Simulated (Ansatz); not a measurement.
Geometry optimisation in Ansatz: input, command and trajectory.

```yaml
crystal:
  lattice:
    - [3.0802083479, 0.0, 0.0]
    - [-1.540104174, 2.6675386783, 0.0]
    - [0.0, 0.0, 19.0814400012]
  atoms:
    - { symbol: Mo, position: [0.0, 0.0, 0.0002316428] }
    - { symbol: Mo, position: [0.6666666667, 0.3333333333, 0.3335649761] }
    - { symbol: Mo, position: [0.3333333333, 0.6666666667, 0.6668983095] }
    - { symbol: S, position: [0.3333333333, 0.6666666667, 0.25092066] }
    - { symbol: S, position: [0.6666666667, 0.3333333333, 0.0828466973] }
    - { symbol: S, position: [0.0, 0.0, 0.5842539933] }
    - { symbol: S, position: [0.3333333333, 0.6666666667, 0.4161800306] }
    - { symbol: S, position: [0.6666666667, 0.3333333333, 0.9175873266] }
    - { symbol: S, position: [0.0, 0.0, 0.7495133639] }
basis:
  ecutwfc: 420
kpoints:
  mp_grid: { grid: [12, 12, 2] }
hamiltonian:
  xc: pbesol
scf:
  occupations: { method: gaussian, width: 0.02 }
output:
  forces: true
  stress: true
  eigenvalues: true
  write_density: true
  write_potential: true
  elf: true
  volumetric_format: npy
relax:
  adjacent_minimum: "off"
  f_tol: 0.008
  max_steps: 40
  cell: { stress_tol: 0.015, fix: [a, b, gamma] }
```

```bash
ansatz run input.yaml --threads 1 --pin off --max-ram 2560MiB --backend cpu --events-out ev --progress --plain --runs-dir out
```

All numbers below come from DFT PBEsol, scalar-relativistic, plane waves, PAW in Ansatz.

Of 5 frames 4 are shown, positions in Å and forces in eV/Å; the SCF threshold varies from step to step. Steps run on the plane waves of an earlier cell, with a Pulay correction in the pressure. The basis is chosen afresh for the last frame, the zero of the energies, and at times for earlier ones too; energy and pressure step there, also at an unchanged geometry.

```xyz
9
Lattice="3.0802 0.0000 0.0000 -1.5401 2.6675 0.0000 0.0000 0.0000 19.0814" Properties=species:S:1:pos:R:3:forces:R:3 pbc="T T T" step=1 free_energy_over_end_meV_per_atom=0.11 pressure_GPa=4.36
Mo    0.0000    0.0000    0.0044    0.0000    0.0000   -0.0002
Mo    1.5401    0.8892    6.3649    0.0000    0.0000   -0.0002
Mo    0.0000    1.7784   12.7254    0.0000    0.0000   -0.0002
S     0.0000    1.7784    4.7879    0.0000    0.0000   -0.0758
S     1.5401    0.8892    1.5808    0.0000    0.0000    0.0760
S     0.0000    0.0000   11.1484    0.0000    0.0000   -0.0758
S     0.0000    1.7784    7.9413    0.0000    0.0000    0.0760
S     1.5401    0.8892   17.5089    0.0000    0.0000   -0.0758
S     0.0000    0.0000   14.3018    0.0000    0.0000    0.0760
9
Lattice="3.0802 0.0000 0.0000 -1.5401 2.6675 0.0000 0.0000 0.0000 19.1120" Properties=species:S:1:pos:R:3:forces:R:3 pbc="T T T" step=2 free_energy_over_end_meV_per_atom=0.01 pressure_GPa=3.80
Mo    0.0000    0.0000    0.0044    0.0000    0.0000    0.0002
Mo    1.5401    0.8892    6.3751    0.0000    0.0000    0.0002
Mo    0.0000    1.7784   12.7458    0.0000    0.0000    0.0002
S     0.0000    1.7784    4.7931    0.0000    0.0000    0.0229
S     1.5401    0.8892    1.5859    0.0000    0.0000   -0.0230
S     0.0000    0.0000   11.1638    0.0000    0.0000    0.0229
S     0.0000    1.7784    7.9566    0.0000    0.0000   -0.0230
S     1.5401    0.8892   17.5345    0.0000    0.0000    0.0229
S     0.0000    0.0000   14.3272    0.0000    0.0000   -0.0230
9
Lattice="3.0802 0.0000 0.0000 -1.5401 2.6675 0.0000 0.0000 0.0000 19.1290" Properties=species:S:1:pos:R:3:forces:R:3 pbc="T T T" step=3 free_energy_over_end_meV_per_atom=0.00 pressure_GPa=3.90
Mo    0.0000    0.0000    0.0044    0.0000    0.0000   -0.0002
Mo    1.5401    0.8892    6.3808    0.0000    0.0000   -0.0002
Mo    0.0000    1.7784   12.7571    0.0000    0.0000   -0.0002
S     0.0000    1.7784    4.7999    0.0000    0.0000    0.0010
S     1.5401    0.8892    1.5848    0.0000    0.0000   -0.0008
S     0.0000    0.0000   11.1762    0.0000    0.0000    0.0010
S     0.0000    1.7784    7.9611    0.0000    0.0000   -0.0008
S     1.5401    0.8892   17.5526    0.0000    0.0000    0.0010
S     0.0000    0.0000   14.3375    0.0000    0.0000   -0.0008
9
Lattice="3.0802 0.0000 0.0000 -1.5401 2.6675 0.0000 0.0000 0.0000 19.1417" Properties=species:S:1:pos:R:3:forces:R:3 pbc="T T T" step=5 free_energy_over_end_meV_per_atom=0.00 pressure_GPa=3.90
Mo    0.0000    0.0000    0.0044    0.0000    0.0000   -0.0001
Mo    1.5401    0.8892    6.3850    0.0000    0.0000   -0.0001
Mo    0.0000    1.7784   12.7656    0.0000    0.0000   -0.0001
S     0.0000    1.7784    4.8042    0.0000    0.0000   -0.0007
S     1.5401    0.8892    1.5847    0.0000    0.0000    0.0008
S     0.0000    0.0000   11.1847    0.0000    0.0000   -0.0007
S     0.0000    1.7784    7.9653    0.0000    0.0000    0.0008
S     1.5401    0.8892   17.5653    0.0000    0.0000   -0.0007
S     0.0000    0.0000   14.3459    0.0000    0.0000    0.0008
```

The run took 2.9 min on 1 thread of Intel(R) Xeon(R) Platinum 8259CL CPU @ 2.50GHz (Skylake/Cascade Lake), on a shared host, peak memory 0.58 GiB.

The cell holds layers, and where no dispersion correction was added their binding is poorly described.